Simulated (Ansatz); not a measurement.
## Hf4C, before and after

The guess for Hf4C was proposed by analogy with related compounds (P2/m, No. 10). Its size is a guess.

start.cif

```cif
data_structure
_symmetry_space_group_name_H-M 'P 1'
_symmetry_Int_Tables_number 1
_cell_length_a 5.0000
_cell_length_b 3.2000
_cell_length_c 5.5400
_cell_angle_alpha 90.000
_cell_angle_beta 90.000
_cell_angle_gamma 90.000
_cell_volume 88.64
loop_
_atom_site_label
_atom_site_type_symbol
_atom_site_fract_x
_atom_site_fract_y
_atom_site_fract_z
_atom_site_occupancy
Hf1 Hf 0.75000 0.00000 0.66670 1
Hf2 Hf 0.25000 0.00000 0.33330 1
Hf3 Hf 0.25000 0.50000 0.83330 1
Hf4 Hf 0.75000 0.50000 0.16670 1
C1 C 0.00000 0.00000 0.00000 1
```

Level of theory: DFT PBE, scalar-relativistic, plane waves, PAW in Ansatz 0.2.0. Cutoff 420 eV, Gaussian smearing, Γ-centred meshes. Cell and atoms relax first on a coarse mesh, the cell is then made exact in the group found at 0.06 to 0.08 Å, and last on a converged mesh; the steps can't lower the symmetry of their start. No spin polarisation.

end.cif

```cif
data_structure
_symmetry_space_group_name_H-M 'P 1'
_symmetry_Int_Tables_number 1
_cell_length_a 5.2350
_cell_length_b 3.2699
_cell_length_c 5.6002
_cell_angle_alpha 90.000
_cell_angle_beta 90.585
_cell_angle_gamma 90.000
_cell_volume 95.86
loop_
_atom_site_label
_atom_site_type_symbol
_atom_site_fract_x
_atom_site_fract_y
_atom_site_fract_z
_atom_site_occupancy
Hf1 Hf 0.74402 0.00000 0.32419 1
Hf2 Hf 0.25598 0.00000 0.67581 1
Hf3 Hf 0.24787 0.50000 0.16291 1
Hf4 Hf 0.75213 0.50000 0.83709 1
C1 C 0.00000 0.00000 0.00000 1
```

The symmetry stays P2/m (No. 10). The volume per atom grows by 8.1 %, from 17.7 to 19.2 Å³. The shortest distance goes from 2.23 Å (Hf–C) to 2.27 Å (Hf–C). The end is written in a standard setting, so origin, axes and order of atoms can differ from the start's.

| Quantity | Value |
| --- | --- |
| Volume per atom | 19.17 Å³ |
| Density | 12.58 g/cm³ |
| Formation energy | −0.32 eV/atom |
| Gap on the 6×10×6 mesh of the 5-atom cell | 0 eV (a metal) |

The zero of energy is the elements' standard structures at the same level; no fitted shifts are applied.

The last run used Gaussian smearing of 0.10 eV. Spin–orbit coupling, which can matter for Hf, is left out. The reference form of C is held partly by dispersion forces, which this level lacks. A structure relaxed within its symmetry needn't be a true minimum. Another cell of the same search, in P-3m1, lies 59 meV/atom lower, so this cell isn't the stable form at this level.
